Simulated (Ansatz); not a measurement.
Born–Oppenheimer molecular dynamics of a periodic cell of 24 atoms, Ba (surface Ba(100)). It starts from a relaxed structure.

The calculation used DFT PBE, scalar-relativistic, plane waves, PAW in Ansatz 0.2.0. Settings: accuracy low, cutoff 420 eV, k mesh 2x1x1, fermi-dirac smearing 0.05 eV, no spin polarisation.

```yaml
ensemble: NVT, Nosé–Hoover chain
time_step: 3 fs
steps_asked: 70
set_temperature: 700 K
thermostat: time constant 50 fs, chain length 3
atoms_held: 1 to 6
seed: 312110
```

Frames 6 fs apart, positions in Å, forces in eV/Å.

Velocities at 120 fs (Å/ps):

```
Ba 0.00 0.00 0.00
Ba 0.00 0.00 0.00
Ba 0.00 0.00 0.00
Ba 0.00 0.00 0.00
Ba 0.00 0.00 0.00
Ba 0.00 0.00 0.00
Ba 0.44 2.69 -1.40
Ba 0.07 1.93 -0.17
Ba 1.85 1.01 -0.30
Ba -0.19 -0.50 -2.36
Ba -0.88 -0.07 1.55
Ba 2.29 -3.20 -1.34
Ba 1.82 -2.21 3.00
Ba -0.04 0.96 1.08
Ba 1.02 1.14 -0.86
Ba 0.02 -1.48 -0.80
Ba 0.97 0.11 -1.21
Ba -1.30 1.89 -3.32
Ba -1.70 3.83 2.06
Ba -0.04 -5.06 2.75
Ba 0.04 2.27 -1.55
Ba 1.37 4.50 0.29
Ba -1.43 1.72 -2.39
Ba 1.83 0.76 -2.35
```

```xyz
24
Lattice="10.0400 0.0000 0.0000 0.0000 15.0600 0.0000 0.0000 0.0000 18.5300" Properties=species:S:1:pos:R:3:forces:R:3 time_fs=120 energy_less_start_eV=1.263 T=590
Ba 2.510 2.510 1.000 0.04 0.02 -0.21
Ba 7.530 2.510 1.000 0.02 0.07 -0.11
Ba 2.510 7.530 1.000 0.00 0.24 -0.11
Ba 7.530 7.530 1.000 0.24 -0.05 -0.32
Ba 2.510 12.550 1.000 0.04 -0.05 0.24
Ba 7.530 12.550 1.000 0.03 0.03 0.01
Ba 0.037 0.364 3.367 0.01 -0.37 0.38
Ba 5.006 0.218 3.676 0.04 -0.10 -0.26
Ba 0.240 5.243 3.519 -0.23 -0.39 0.20
Ba 4.988 5.001 3.223 0.04 -0.07 0.52
Ba -0.256 10.023 3.931 0.52 0.03 -0.52
Ba 5.478 9.636 3.495 -0.76 0.38 0.02
Ba 2.723 2.142 6.265 -0.14 0.48 -0.10
Ba 7.580 2.541 6.117 -0.18 0.16 -0.21
Ba 2.544 7.612 5.882 0.18 0.08 -0.04
Ba 7.541 7.529 5.771 -0.01 -0.41 0.31
Ba 2.674 12.516 5.942 -0.22 0.13 -0.31
Ba 7.380 12.568 5.526 0.06 0.44 0.34
Ba -0.175 0.473 8.762 0.07 -0.37 0.00
Ba 4.967 -0.513 8.831 0.14 0.17 -0.05
Ba -0.022 5.232 8.423 0.09 -0.02 0.01
Ba 5.156 5.487 8.608 -0.03 -0.17 -0.03
Ba -0.135 10.207 8.286 0.02 -0.02 0.19
Ba 5.181 10.177 8.323 0.04 -0.24 0.05
24
Lattice="10.0400 0.0000 0.0000 0.0000 15.0600 0.0000 0.0000 0.0000 18.5300" Properties=species:S:1:pos:R:3:forces:R:3 time_fs=126 energy_less_start_eV=1.341 T=579
Ba 2.510 2.510 1.000 0.05 0.02 -0.22
Ba 7.530 2.510 1.000 0.03 0.08 -0.11
Ba 2.510 7.530 1.000 0.01 0.25 -0.11
Ba 7.530 7.530 1.000 0.25 -0.06 -0.34
Ba 2.510 12.550 1.000 0.04 -0.04 0.24
Ba 7.530 12.550 1.000 0.03 0.03 0.01
Ba 0.040 0.380 3.359 0.01 -0.38 0.40
Ba 5.007 0.229 3.675 0.04 -0.10 -0.26
Ba 0.251 5.248 3.517 -0.24 -0.40 0.20
Ba 4.987 4.998 3.209 0.05 -0.07 0.53
Ba -0.261 10.023 3.940 0.52 0.03 -0.53
Ba 5.491 9.617 3.487 -0.77 0.41 0.04
Ba 2.733 2.129 6.284 -0.15 0.49 -0.11
Ba 7.580 2.547 6.123 -0.18 0.16 -0.22
Ba 2.550 7.619 5.876 0.18 0.08 -0.04
Ba 7.542 7.520 5.767 -0.01 -0.40 0.30
Ba 2.679 12.517 5.934 -0.23 0.13 -0.31
Ba 7.373 12.580 5.506 0.06 0.43 0.35
Ba -0.185 0.496 8.775 0.07 -0.38 0.00
Ba 4.967 -0.543 8.847 0.14 0.18 -0.06
Ba -0.021 5.246 8.414 0.09 -0.03 0.01
Ba 5.165 5.514 8.609 -0.03 -0.17 -0.02
Ba -0.144 10.217 8.272 0.02 -0.02 0.20
Ba 5.192 10.182 8.309 0.04 -0.25 0.05
24
Lattice="10.0400 0.0000 0.0000 0.0000 15.0600 0.0000 0.0000 0.0000 18.5300" Properties=species:S:1:pos:R:3:forces:R:3 time_fs=132 energy_less_start_eV=1.414 T=568
Ba 2.510 2.510 1.000 0.05 0.03 -0.23
Ba 7.530 2.510 1.000 0.03 0.08 -0.12
Ba 2.510 7.530 1.000 0.01 0.25 -0.12
Ba 7.530 7.530 1.000 0.27 -0.07 -0.35
Ba 2.510 12.550 1.000 0.04 -0.04 0.25
Ba 7.530 12.550 1.000 0.03 0.04 0.01
Ba 0.043 0.395 3.352 0.01 -0.39 0.41
Ba 5.008 0.241 3.672 0.03 -0.10 -0.27
Ba 0.262 5.253 3.516 -0.25 -0.40 0.21
Ba 4.986 4.994 3.197 0.05 -0.07 0.54
Ba -0.264 10.023 3.947 0.51 0.03 -0.53
Ba 5.502 9.598 3.479 -0.78 0.43 0.05
Ba 2.744 2.117 6.302 -0.15 0.50 -0.11
Ba 7.579 2.554 6.129 -0.18 0.16 -0.23
Ba 2.557 7.627 5.871 0.17 0.08 -0.04
Ba 7.542 7.509 5.763 0.00 -0.40 0.29
Ba 2.684 12.518 5.926 -0.23 0.13 -0.31
Ba 7.365 12.593 5.487 0.06 0.42 0.35
Ba -0.195 0.518 8.787 0.08 -0.38 0.01
Ba 4.967 -0.574 8.864 0.14 0.20 -0.06
Ba -0.021 5.260 8.405 0.10 -0.03 0.02
Ba 5.173 5.541 8.611 -0.04 -0.18 -0.02
Ba -0.152 10.228 8.258 0.02 -0.02 0.20
Ba 5.203 10.185 8.295 0.04 -0.25 0.05
24
Lattice="10.0400 0.0000 0.0000 0.0000 15.0600 0.0000 0.0000 0.0000 18.5300" Properties=species:S:1:pos:R:3:forces:R:3 time_fs=138 energy_less_start_eV=1.481 T=559
Ba 2.510 2.510 1.000 0.05 0.03 -0.24
Ba 7.530 2.510 1.000 0.03 0.08 -0.12
Ba 2.510 7.530 1.000 0.01 0.26 -0.12
Ba 7.530 7.530 1.000 0.28 -0.08 -0.36
Ba 2.510 12.550 1.000 0.04 -0.04 0.25
Ba 7.530 12.550 1.000 0.03 0.04 0.01
Ba 0.046 0.410 3.346 0.01 -0.40 0.42
Ba 5.008 0.252 3.670 0.03 -0.10 -0.27
Ba 0.272 5.257 3.516 -0.25 -0.40 0.21
Ba 4.985 4.991 3.185 0.05 -0.07 0.54
Ba -0.266 10.022 3.954 0.51 0.02 -0.53
Ba 5.512 9.581 3.471 -0.79 0.45 0.06
Ba 2.755 2.107 6.320 -0.15 0.50 -0.11
Ba 7.577 2.561 6.134 -0.19 0.16 -0.23
Ba 2.565 7.634 5.865 0.17 0.08 -0.04
Ba 7.542 7.497 5.760 0.00 -0.39 0.28
Ba 2.689 12.520 5.916 -0.23 0.13 -0.31
Ba 7.357 12.608 5.468 0.07 0.41 0.36
Ba -0.205 0.540 8.800 0.08 -0.39 0.01
Ba 4.968 -0.604 8.881 0.14 0.21 -0.07
Ba -0.020 5.274 8.395 0.10 -0.04 0.02
Ba 5.181 5.568 8.613 -0.04 -0.19 -0.01
Ba -0.161 10.239 8.244 0.03 -0.02 0.21
Ba 5.215 10.188 8.280 0.04 -0.26 0.04
24
Lattice="10.0400 0.0000 0.0000 0.0000 15.0600 0.0000 0.0000 0.0000 18.5300" Properties=species:S:1:pos:R:3:forces:R:3 time_fs=144 energy_less_start_eV=1.542 T=553
Ba 2.510 2.510 1.000 0.05 0.03 -0.25
Ba 7.530 2.510 1.000 0.03 0.08 -0.13
Ba 2.510 7.530 1.000 0.01 0.26 -0.13
Ba 7.530 7.530 1.000 0.29 -0.09 -0.37
Ba 2.510 12.550 1.000 0.04 -0.04 0.26
Ba 7.530 12.550 1.000 0.03 0.04 0.01
Ba 0.049 0.423 3.340 0.01 -0.41 0.43
Ba 5.009 0.264 3.666 0.02 -0.09 -0.28
Ba 0.281 5.260 3.516 -0.26 -0.41 0.21
Ba 4.984 4.987 3.175 0.05 -0.06 0.55
Ba -0.267 10.022 3.959 0.49 0.02 -0.53
Ba 5.519 9.564 3.463 -0.79 0.47 0.08
Ba 2.765 2.097 6.338 -0.15 0.50 -0.11
Ba 7.575 2.568 6.139 -0.19 0.16 -0.24
Ba 2.573 7.642 5.859 0.17 0.08 -0.04
Ba 7.542 7.484 5.758 0.00 -0.38 0.27
Ba 2.693 12.522 5.905 -0.23 0.13 -0.31
Ba 7.349 12.624 5.450 0.07 0.40 0.36
Ba -0.216 0.561 8.813 0.08 -0.40 0.01
Ba 4.969 -0.635 8.898 0.13 0.23 -0.08
Ba -0.019 5.288 8.385 0.11 -0.04 0.03
Ba 5.190 5.595 8.614 -0.04 -0.20 0.00
Ba -0.170 10.249 8.231 0.03 -0.02 0.22
Ba 5.227 10.191 8.266 0.04 -0.27 0.04
24
Lattice="10.0400 0.0000 0.0000 0.0000 15.0600 0.0000 0.0000 0.0000 18.5300" Properties=species:S:1:pos:R:3:forces:R:3 time_fs=150 energy_less_start_eV=1.596 T=550
Ba 2.510 2.510 1.000 0.05 0.04 -0.26
Ba 7.530 2.510 1.000 0.03 0.09 -0.13
Ba 2.510 7.530 1.000 0.01 0.26 -0.13
Ba 7.530 7.530 1.000 0.30 -0.10 -0.38
Ba 2.510 12.550 1.000 0.04 -0.04 0.26
Ba 7.530 12.550 1.000 0.03 0.04 0.01
Ba 0.052 0.436 3.336 0.01 -0.42 0.44
Ba 5.010 0.275 3.662 0.01 -0.09 -0.28
Ba 0.290 5.261 3.516 -0.26 -0.41 0.22
Ba 4.984 4.983 3.166 0.05 -0.06 0.56
Ba -0.267 10.022 3.963 0.48 0.02 -0.53
Ba 5.525 9.549 3.454 -0.78 0.49 0.10
Ba 2.775 2.088 6.356 -0.15 0.50 -0.11
Ba 7.573 2.576 6.143 -0.19 0.16 -0.24
Ba 2.582 7.651 5.853 0.16 0.08 -0.04
Ba 7.542 7.470 5.756 0.01 -0.36 0.25
Ba 2.697 12.524 5.894 -0.23 0.13 -0.30
Ba 7.342 12.641 5.433 0.07 0.38 0.37
Ba -0.226 0.581 8.827 0.08 -0.40 0.01
Ba 4.970 -0.666 8.915 0.13 0.24 -0.08
Ba -0.017 5.303 8.375 0.12 -0.05 0.03
Ba 5.198 5.622 8.616 -0.05 -0.21 0.01
Ba -0.179 10.260 8.218 0.03 -0.01 0.22
Ba 5.239 10.193 8.251 0.04 -0.28 0.03
24
Lattice="10.0400 0.0000 0.0000 0.0000 15.0600 0.0000 0.0000 0.0000 18.5300" Properties=species:S:1:pos:R:3:forces:R:3 time_fs=156 energy_less_start_eV=1.644 T=552
Ba 2.510 2.510 1.000 0.06 0.04 -0.27
Ba 7.530 2.510 1.000 0.04 0.09 -0.13
Ba 2.510 7.530 1.000 0.01 0.26 -0.14
Ba 7.530 7.530 1.000 0.31 -0.11 -0.39
Ba 2.510 12.550 1.000 0.05 -0.04 0.27
Ba 7.530 12.550 1.000 0.03 0.04 0.00
Ba 0.055 0.448 3.333 0.01 -0.42 0.45
Ba 5.011 0.287 3.657 0.00 -0.09 -0.28
Ba 0.299 5.262 3.517 -0.27 -0.41 0.22
Ba 4.983 4.978 3.158 0.05 -0.06 0.56
Ba -0.265 10.022 3.965 0.46 0.02 -0.52
Ba 5.529 9.534 3.446 -0.77 0.51 0.11
Ba 2.785 2.081 6.375 -0.15 0.50 -0.11
Ba 7.570 2.585 6.147 -0.19 0.15 -0.24
Ba 2.591 7.660 5.847 0.15 0.07 -0.04
Ba 7.542 7.454 5.755 0.01 -0.34 0.23
Ba 2.700 12.527 5.881 -0.22 0.13 -0.30
Ba 7.334 12.659 5.416 0.08 0.36 0.37
Ba -0.236 0.601 8.841 0.08 -0.41 0.01
Ba 4.972 -0.696 8.932 0.13 0.25 -0.09
Ba -0.016 5.317 8.365 0.12 -0.05 0.04
Ba 5.207 5.650 8.618 -0.05 -0.23 0.02
Ba -0.188 10.271 8.205 0.04 -0.01 0.23
Ba 5.252 10.194 8.236 0.04 -0.28 0.02
24
Lattice="10.0400 0.0000 0.0000 0.0000 15.0600 0.0000 0.0000 0.0000 18.5300" Properties=species:S:1:pos:R:3:forces:R:3 time_fs=162 energy_less_start_eV=1.686 T=558
Ba 2.510 2.510 1.000 0.06 0.04 -0.28
Ba 7.530 2.510 1.000 0.04 0.09 -0.14
Ba 2.510 7.530 1.000 0.01 0.26 -0.14
Ba 7.530 7.530 1.000 0.32 -0.12 -0.40
Ba 2.510 12.550 1.000 0.05 -0.04 0.27
Ba 7.530 12.550 1.000 0.03 0.04 0.00
Ba 0.058 0.459 3.331 0.01 -0.43 0.46
Ba 5.011 0.298 3.651 -0.01 -0.08 -0.28
Ba 0.307 5.262 3.519 -0.27 -0.41 0.22
Ba 4.982 4.974 3.152 0.04 -0.05 0.56
Ba -0.262 10.022 3.967 0.44 0.01 -0.52
Ba 5.531 9.520 3.439 -0.76 0.53 0.13
Ba 2.795 2.075 6.393 -0.15 0.50 -0.11
Ba 7.566 2.594 6.150 -0.19 0.15 -0.24
Ba 2.601 7.669 5.840 0.14 0.07 -0.03
Ba 7.542 7.437 5.754 0.01 -0.31 0.20
Ba 2.702 12.530 5.867 -0.22 0.13 -0.29
Ba 7.327 12.679 5.400 0.09 0.33 0.38
Ba -0.246 0.620 8.855 0.08 -0.41 0.01
Ba 4.974 -0.727 8.950 0.12 0.27 -0.10
Ba -0.014 5.332 8.355 0.13 -0.06 0.05
Ba 5.215 5.677 8.620 -0.06 -0.24 0.03
Ba -0.197 10.283 8.192 0.04 -0.01 0.23
Ba 5.265 10.195 8.221 0.03 -0.28 0.01
24
Lattice="10.0400 0.0000 0.0000 0.0000 15.0600 0.0000 0.0000 0.0000 18.5300" Properties=species:S:1:pos:R:3:forces:R:3 time_fs=168 energy_less_start_eV=1.722 T=568
Ba 2.510 2.510 1.000 0.06 0.05 -0.29
Ba 7.530 2.510 1.000 0.04 0.09 -0.14
Ba 2.510 7.530 1.000 0.01 0.26 -0.15
Ba 7.530 7.530 1.000 0.33 -0.13 -0.41
Ba 2.510 12.550 1.000 0.05 -0.03 0.27
Ba 7.530 12.550 1.000 0.03 0.05 0.00
Ba 0.061 0.470 3.330 0.01 -0.43 0.46
Ba 5.012 0.310 3.644 -0.02 -0.08 -0.28
Ba 0.315 5.261 3.521 -0.27 -0.40 0.22
Ba 4.982 4.969 3.146 0.04 -0.05 0.56
Ba -0.259 10.021 3.967 0.41 0.01 -0.51
Ba 5.531 9.508 3.431 -0.74 0.55 0.15
Ba 2.804 2.070 6.412 -0.14 0.49 -0.11
Ba 7.562 2.604 6.153 -0.19 0.14 -0.24
Ba 2.611 7.678 5.834 0.13 0.06 -0.03
Ba 7.542 7.420 5.754 0.01 -0.28 0.17
Ba 2.704 12.533 5.853 -0.21 0.13 -0.28
Ba 7.319 12.700 5.384 0.09 0.31 0.38
Ba -0.256 0.638 8.869 0.08 -0.41 0.01
Ba 4.976 -0.757 8.967 0.11 0.28 -0.11
Ba -0.011 5.347 8.345 0.13 -0.06 0.06
Ba 5.224 5.704 8.622 -0.06 -0.25 0.04
Ba -0.207 10.294 8.180 0.05 -0.01 0.23
Ba 5.279 10.194 8.205 0.03 -0.28 0.01
```

Of the whole run (210 fs, mean temperature of the second half 599 K): The conserved energy stayed within 0.015 meV per atom of its start (net change 0.012 meV per atom), so the integration is sound. The mean temperature of the second half is 14 % below the set value. A run of 0.21 ps of so small a system gives no equilibrium averages. Limits of this set-up: coarse k mesh, thin slab, slab without dipole correction, low accuracy level.

Run time: 20 min on 4 threads of Intel(R) Xeon(R) Platinum 8259CL CPU @ 2.50GHz (Skylake/Cascade Lake) (shared host), peak memory 5.2 GiB.
